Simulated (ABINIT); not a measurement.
# Ti (P6_3/mmc) in ABINIT: single point with LDA

Aim: the single point of Ti with LDA.

Everything below comes from runs of ABINIT 10.8.3 (patched build). Logs are shortened: lines on timing, memory, paths and dates and some standing lists are left out, and cuts for length are marked. The log counts tension as positive stress, the text compression.

## 1. The undisturbed crystal

The structure is hexagonal, space group P6_3/mmc (No. 194). The conventional cell has a = 2.950 Å, b = 2.950 Å, c = 4.680 Å, α = 90.00°, β = 90.00°, γ = 120.00°. Around Ti (site symmetry -6m2) lie 12 Ti at 2.89 to 2.95 Å.

## 2. Single point, LDA (cell relaxed)

Contents of run.abi:

```
pp_dirpath "./"
pseudos "Ti.hgh"

acell 3*1.0
rprim
     5.3856800544     0.0000000000     0.0000000000
    -2.6928400366     4.6641357548     0.0000000000
     0.0000000000     0.0000000000     8.5212920305
ntypat 1
znucl 22
natom 2
typat 1 1
xred
     0.6666666700     0.3333333300     0.7500000000
     0.3333333300     0.6666666700     0.2500000000
chkprim 0
chksymtnons 0
tolsym 1.0e-6

ecut 38.0

kptopt 1
ngkpt 8 8 4
nshiftk 1
shiftk 0.0 0.0 0.0

ixc 7

nband 8
occopt 3
tsmear 0.00183747

nstep 100
tolvrs 1.0e-10

iomode 3
prtwf 0
prteig 0
prtebands 0
enunit 2
prtden 1
prtvha 1
prtvclmb 1
prtpot 1
prtelf 1
```

Potentials or basis: HGH LDA.

The run is started by

```sh
$ mpirun --bind-to none -np 4 abinit run.abi > log 2>&1
```

run.abo:

```text
.Version 10.8.3 of ABINIT
 Symmetries : space group P6_3/m m c (#194); Bravais hP (primitive hexag.)
================================================================================
 Values of the parameters that define the memory need of the present run
     intxc =       0    ionmov =       0      iscf =       7    lmnmax =       6
     lnmax =       6     mgfft =      48  mpssoang =       3    mqgrid =    3001
     natom =       2  nloc_mem =       1    nspden =       1   nspinor =       1
    nsppol =       1      nsym =      24    n1xccc =       0    ntypat =       1
    occopt =       3   xclevel =       1
       mpw =        2412          nfft =       43200          nkpt =          30
================================================================================
================================================================================

--------------------------------------------------------------------------------
------------- Echo of variables that govern the present computation ------------
--------------------------------------------------------------------------------
 -outvars: echo values of preprocessed input variables --------
            acell      1.0000000000E+00  1.0000000000E+00  1.0000000000E+00 Bohr
              amu      4.78800000E+01
          chkprim           0
      chksymtnons           0
             ecut      3.80000000E+01 Hartree
           enunit           2
              ixc           7
         kptrlatt        8    0    0      0    8    0      0    0    4
          kptrlen      3.40851681E+01
            natom           2
            nband           8
            ngfft          30      30      48
             nkpt          30
            nstep         100
             nsym          24
           ntypat           1
           occopt           3
        prtebands           0
           prteig           0
           prtelf           1
           prtpot           1
         prtvclmb           1
           prtvha           1
            prtwf           0
            rprim      5.3856800544E+00  0.0000000000E+00  0.0000000000E+00
                      -2.6928400366E+00  4.6641357548E+00  0.0000000000E+00
                       0.0000000000E+00  0.0000000000E+00  8.5212920305E+00
          spgroup         194
           tolsym      1.00000000E-06
           tolvrs      1.00000000E-10
           tsmear      1.83747000E-03 Hartree
            typat      1  1
           xangst      1.4249895724E+00  8.2271811611E-01  3.3819551602E+00
                      -3.3161765670E-09  1.6454362322E+00  1.1273183867E+00
            xcart      2.6928400241E+00  1.5547119183E+00  6.3909690229E+00
                      -6.2666654968E-09  3.1094238365E+00  2.1303230076E+00
             xred      6.6666666667E-01  3.3333333333E-01  7.5000000000E-01
                       3.3333333333E-01  6.6666666667E-01  2.5000000000E-01
            znucl       22.00000

================================================================================

 chkinp: Checking input parameters for consistency.

================================================================================
== DATASET  1 ==================================================================

--- !DatasetInfo
iteration_state: {dtset: 1, }
dimensions: {natom: 2, nkpt: 30, mband: 8, nsppol: 1, nspinor: 1, nspden: 1, mpw: 2412, }
cutoff_energies: {ecut:  38.0, pawecutdg:  -1.0, }
electrons: {nelect:   8.00000000E+00, charge:   0.00000000E+00, occopt:   3.00000000E+00, tsmear:   1.83747000E-03, }
meta: {optdriver: 0, ionmov: 0, optcell: 0, iscf: 7, paral_kgb: 0, }
...

 Exchange-correlation functional for the present dataset will be:
  LDA: Perdew-Wang 92 LSD fit to Ceperley-Alder data - ixc=7
  J.P.Perdew and Y.Wang, PRB 45, 13244 (1992)

 Real(R)+Recip(G) space primitive vectors, cartesian coordinates (Bohr,Bohr^-1):
 R(1)=  5.3856801  0.0000000  0.0000000  G(1)=  0.1856776  0.1072010  0.0000000
 R(2)= -2.6928400  4.6641358  0.0000000  G(2)=  0.0000000  0.2144020  0.0000000
 R(3)=  0.0000000  0.0000000  8.5212920  G(3)=  0.0000000  0.0000000  0.1173531
 Unit cell volume ucvol=  2.1405096E+02 bohr^3
 Angles (23,13,12)=  9.00000000E+01  9.00000000E+01  1.20000000E+02 degrees

 getcut: wavevector=  0.0000  0.0000  0.0000  ngfft=  30  30  48
         ecut(hartree)=     38.000   => boxcut(ratio)=   2.00884

--- Pseudopotential description ------------------------------------------------
- pspini: atom type   1  psp file is ./Ti.hgh
    3    1    2    0      2001   0.00000      pspcod,pspxc,lmax,lloc,mmax,r2well

 pspatm : COMMENT -
  the projectors are not normalized,
  so that the KB energies are not consistent with
  definition in PRB44, 8503 (1991).
  However, this does not influence the results obtained hereafter.

   2.08461009E+02                                ecore*ucvol(ha*bohr**3)
--------------------------------------------------------------------------------

================================================================================

--- !BeginCycle
iteration_state: {dtset: 1, }
solver: {iscf: 7, nstep: 100, nline: 4, wfoptalg: 0, }
tolerances: {tolvrs: 1.00E-10, }
...

     iter   Etot(hartree)      deltaE(h)  residm     vres2
 ETOT  1  -6.9916648500581    -6.992E+00 7.342E-02 2.363E+02
 ETOT  2  -7.1061321426356    -1.145E-01 7.939E-03 1.612E+01
 ETOT  3  -7.1113949527748    -5.263E-03 5.072E-03 4.739E-02
 ETOT  4  -7.1115073770731    -1.124E-04 2.626E-03 6.230E-04
 ETOT  5  -7.1115172489444    -9.872E-06 8.489E-04 7.030E-04
 ETOT  6  -7.1115189589368    -1.710E-06 9.732E-04 1.308E-04
 ETOT  7  -7.1115193408246    -3.819E-07 7.336E-04 8.200E-06
 ETOT  8  -7.1115194224819    -8.166E-08 6.636E-04 4.708E-06
 ETOT  9  -7.1115194480406    -2.556E-08 7.266E-04 4.136E-08
 ETOT 10  -7.1115194558743    -7.834E-09 5.791E-04 6.522E-08
 ETOT 11  -7.1115194587955    -2.921E-09 5.621E-04 2.159E-07
 ETOT 12  -7.1115194600815    -1.286E-09 3.906E-04 2.064E-08
 ETOT 13  -7.1115194605969    -5.154E-10 3.484E-04 2.384E-08
 ETOT 14  -7.1115194608285    -2.316E-10 2.227E-04 1.689E-08
 ETOT 15  -7.1115194609294    -1.009E-10 2.611E-04 1.821E-08
 ETOT 16  -7.1115194609809    -5.156E-11 1.987E-04 2.617E-10
 ETOT 17  -7.1115194610019    -2.093E-11 2.671E-04 7.711E-10
 ETOT 18  -7.1115194610117    -9.825E-12 2.052E-04 1.575E-10
 ETOT 19  -7.1115194610162    -4.491E-12 2.519E-04 4.052E-12

 At SCF step   19       vres2   =  4.05E-12 < tolvrs=  1.00E-10 =>converged.

 Compute ELF
--------------------------------------------------------------------------------

 Compute kinetic energy density

 Compute gradient of the electron density
 Electron Localization Function (ELF) [min:0;max:1]
)     Maximum=    7.8397E-01  at reduced coord.    0.0000    0.0000    0.5000
)     Minimum=    5.9858E-07  at reduced coord.    0.3000    0.6333    0.2500
   Integrated=    6.8400E+01

--------------------------------------------------------------------------------
 End of ELF section

 Cartesian components of stress tensor (hartree/bohr^3)
  sigma(1 1)=  2.09469468E-05  sigma(3 2)=  0.00000000E+00
  sigma(2 2)=  2.09469252E-05  sigma(3 1)=  0.00000000E+00
  sigma(3 3)=  2.19942470E-05  sigma(2 1)=  9.21174709E-12

--- !ResultsGS
iteration_state: {dtset: 1, }
comment   : Summary of ground state results
lattice_vectors:
- [  5.3856801,   0.0000000,   0.0000000, ]
- [ -2.6928400,   4.6641358,   0.0000000, ]
- [  0.0000000,   0.0000000,   8.5212920, ]
lattice_lengths: [   5.38568,    5.38568,    8.52129, ]
lattice_angles: [ 90.000,  90.000, 120.000, ] # degrees, (23, 13, 12)
lattice_volume:   2.1405096E+02
convergence: {deltae: -4.491E-12, res2:  4.052E-12, residm:  2.519E-04, diffor: null, }
etotal    :  -7.11151946E+00
entropy   :   0.00000000E+00
fermie    :   2.05277116E-01
cartesian_stress_tensor: # hartree/bohr^3
- [  2.09469468E-05,   9.21174709E-12,   0.00000000E+00, ]
- [  9.21174709E-12,   2.09469252E-05,   0.00000000E+00, ]
- [  0.00000000E+00,   0.00000000E+00,   2.19942470E-05, ]
pressure_GPa:  -6.2655E-01
xred      :
- [  6.6667E-01,   3.3333E-01,   7.5000E-01, Ti]
- [  3.3333E-01,   6.6667E-01,   2.5000E-01, Ti]
cartesian_forces: # hartree/bohr
- [ -1.59988425E-27,  -6.00400842E-27,  -0.00000000E+00, ]
- [  1.59988425E-27,   6.00400842E-27,  -0.00000000E+00, ]
force_length_stats: {min:   6.21351323E-27, max:   6.21351323E-27, mean:   6.21351323E-27, }
...

 Integrated electronic density in atomic spheres:
 ------------------------------------------------
 Atom  Sphere_radius  Integrated_density
    1        2.00000          1.84293475
    2        2.00000          1.84293475
================================================================================

 ----iterations are completed or convergence reached----

 Mean square residual over all n,k,spin=   23.429E-07; max=  25.187E-05
 reduced coordinates (array xred) for    2 atoms
       0.666666666667      0.333333333333      0.750000000000
       0.333333333333      0.666666666667      0.250000000000
 rms dE/dt=  1.6962E-26; max dE/dt=  8.6165E-27; dE/dt below (all hartree)
    1       0.000000000000      0.000000000000      0.000000000000
    2      -0.000000000000     -0.000000000000      0.000000000000

 cartesian coordinates (angstrom) at end:
    1      1.42498957237684     0.82271811610787     3.38195516019811
    2     -0.00000000331618     1.64543623221573     1.12731838673270

 cartesian forces (hartree/bohr) at end:
    1     -0.00000000000000    -0.00000000000000    -0.00000000000000
    2      0.00000000000000     0.00000000000000    -0.00000000000000
 frms,max,avg= 3.5873735E-27 6.0040084E-27   0.000E+00  0.000E+00  0.000E+00 h/b

 cartesian forces (eV/Angstrom) at end:
    1     -0.00000000000000    -0.00000000000000    -0.00000000000000
    2      0.00000000000000     0.00000000000000    -0.00000000000000
 frms,max,avg= 1.8447016E-25 3.0873853E-25   0.000E+00  0.000E+00  0.000E+00 e/A
 length scales=  1.000000000000  1.000000000000  1.000000000000 bohr
              =  0.529177210544  0.529177210544  0.529177210544 angstroms
 Fermi (or HOMO) energy (hartree) =   0.20528   Average Vxc (hartree)=  -0.37490
 Eigenvalues (hartree) for nkpt=  30  k points:
 kpt#   1, nband=  8, wtk=  0.00391, kpt=  0.0000  0.0000  0.0000 (reduced coord)
  -0.03396    0.09739    0.23265    0.23265    0.23539    0.23969    0.25339    0.25372
      occupation numbers for kpt#   1
   2.00000    2.00000    0.00000    0.00000    0.00000    0.00000    0.00000    0.00000
 prteigrs : prtvol=0 or 1, do not print more k-points.

 Fermi (or HOMO) energy (eV) =   5.58587   Average Vxc (eV)= -10.20164
 Eigenvalues (   eV  ) for nkpt=  30  k points:
 kpt#   1, nband=  8, wtk=  0.00391, kpt=  0.0000  0.0000  0.0000 (reduced coord)
  -0.92418    2.65022    6.33067    6.33070    6.40522    6.52218    6.89500    6.90406
 prteigrs : prtvol=0 or 1, do not print more k-points.

--- !EnergyTerms
iteration_state     : {dtset: 1, }
comment             : Components of total free energy in Hartree
kinetic             :  1.19416692760904E+01
hartree             :  1.96770907280513E-01
xc                  : -2.45977916131454E+00
Ewald energy        : -9.73154683275935E+00
psp_core            :  9.73884948219796E-01
local_psp           : -1.66460819816448E+00
non_local_psp       : -6.36756365340783E+00
internal            : -7.11117271405547E+00
'-kT*entropy'       : -3.46746960713457E-04
total_energy        : -7.11151946101618E+00
total_energy_eV     : -1.93514302849522E+02
band_energy         :  1.09383098659103E+00
...

 Cartesian components of stress tensor (hartree/bohr^3)
  sigma(1 1)=  2.09469468E-05  sigma(3 2)=  0.00000000E+00
  sigma(2 2)=  2.09469252E-05  sigma(3 1)=  0.00000000E+00
  sigma(3 3)=  2.19942470E-05  sigma(2 1)=  9.21174709E-12

-Cartesian components of stress tensor (GPa)         [Pressure= -6.2655E-01 GPa]
- sigma(1 1)=  6.16280453E-01  sigma(3 2)=  0.00000000E+00
- sigma(2 2)=  6.16279817E-01  sigma(3 1)=  0.00000000E+00
- sigma(3 3)=  6.47093087E-01  sigma(2 1)=  2.71018956E-07

== END DATASET(S) ==============================================================
================================================================================

 -outvars: echo values of variables after computation  --------
            acell      1.0000000000E+00  1.0000000000E+00  1.0000000000E+00 Bohr
           etotal     -7.1115194610E+00
            fcart     -1.5998842536E-27 -6.0040084183E-27 -0.0000000000E+00
                       1.5998842536E-27  6.0040084183E-27 -0.0000000000E+00
            rprim      5.3856800544E+00  0.0000000000E+00  0.0000000000E+00
                      -2.6928400366E+00  4.6641357548E+00  0.0000000000E+00
                       0.0000000000E+00  0.0000000000E+00  8.5212920305E+00
           strten      2.0946946842E-05  2.0946925215E-05  2.1994246981E-05
                       0.0000000000E+00  0.0000000000E+00  9.2117470926E-12
           xangst      1.4249895724E+00  8.2271811611E-01  3.3819551602E+00
                      -3.3161765670E-09  1.6454362322E+00  1.1273183867E+00
             xred      6.6666666667E-01  3.3333333333E-01  7.5000000000E-01
                       3.3333333333E-01  6.6666666667E-01  2.5000000000E-01
 Calculation completed.
```

Wall time 7.5 s (4 MPI ranks of Arm Neoverse V1, shared host); peak memory 0.28 GiB.

What came out:

```
Free energy                                           : -193.5143 eV
Pressure                                              : -0.6 GPa
Band gap on the k mesh                                : none (metal or under the smearing width)
Valence electrons inside the program's atomic spheres : Ti 1.84 (radii [1.0584] Å)
```

Caveat: HGH potentials are hard and often keep d shells in the core, so these values are rough.
